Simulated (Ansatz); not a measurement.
`C[SiH2]C(F)(F)F` + H₂O → `C[SiH2]O` + trifluoromethane at 500 K and 1 bar (formal hydrolysis of the Si–C bond).

Calculated with Ansatz (gas phase, PBE0-D4/def2-TZVP geometries, no zero-point term in ΔE). CCSD(T)/CBS adds triple-zeta CCSD(T) − MP2 to the extrapolated MP2 energy (def2 sets, frozen cores). This one scheme is used for every species. Each species was taken in one conformer, which may not be the lowest.

```json
{"species": "`C[SiH2]C(F)(F)F`", "CCSD(T)/CBS energy (Eh)": "-667.57559", "H − E (kJ/mol)": "229.3", "S (J/(mol·K))": "432.5"}
{"species": "H₂O", "CCSD(T)/CBS energy (Eh)": "-76.37941", "H − E (kJ/mol)": "73.2", "S (J/(mol·K))": "206.3"}
{"species": "`C[SiH2]O`", "CCSD(T)/CBS energy (Eh)": "-405.96945", "H − E (kJ/mol)": "214.0", "S (J/(mol·K))": "347.9"}
{"species": "`FC(F)F`", "CCSD(T)/CBS energy (Eh)": "-338.02896", "H − E (kJ/mol)": "90.5", "S (J/(mol·K))": "290.1"}
```

H − E and S are ideal-gas, rigid-rotor, harmonic terms from PBE0-D4/def2-TZVP, for one conformer and one mirror image of each species. 1 Eh = 2625.50 kJ/mol, R = 8.31446 J/(mol·K).

**Question.** By hand: ΔE, ΔH, ΔS and ΔG.

**Answer.** ΔE = (-405.96945) + (-338.02896) − (-667.57559) − (-76.37941) = -0.04341 Eh = -114.0 kJ/mol. Δ(H − E) = 214.0 + 90.5 − 229.3 − 73.2 = 2.0, so ΔH = -112.0 kJ/mol. ΔS = 347.9 + 290.1 − 432.5 − 206.3 = -0.8 J/(mol·K). ΔG = -112.0 − 500 × (-0.8)/1000 = -111.6 kJ/mol.

**Question.** By hand: the equilibrium constant, and the temperature at which ΔG would vanish if ΔH and ΔS stayed fixed.

**Answer.** log₁₀ K = −ΔG/(RT ln 10) = 11.7. ΔG = 0 at ΔH/ΔS = 140000 K, far beyond where these terms or the molecules hold.

The number of gas molecules stays the same, so ΔS is small and ΔH decides. A doubt of 5 kJ/mol in ΔE shifts log₁₀ K by 0.5 here. Other conformers and mirror images would add mixing entropy, several J/(mol·K) or more a flexible species. Modes under 60 cm⁻¹, often nearly free rotors, make the harmonic entropy too high. These are equilibria of isolated gas molecules and say nothing of rates. Largest T1 diagnostic: 0.012 (customary marks: 0.02 for closed shells, 0.045 for open ones).
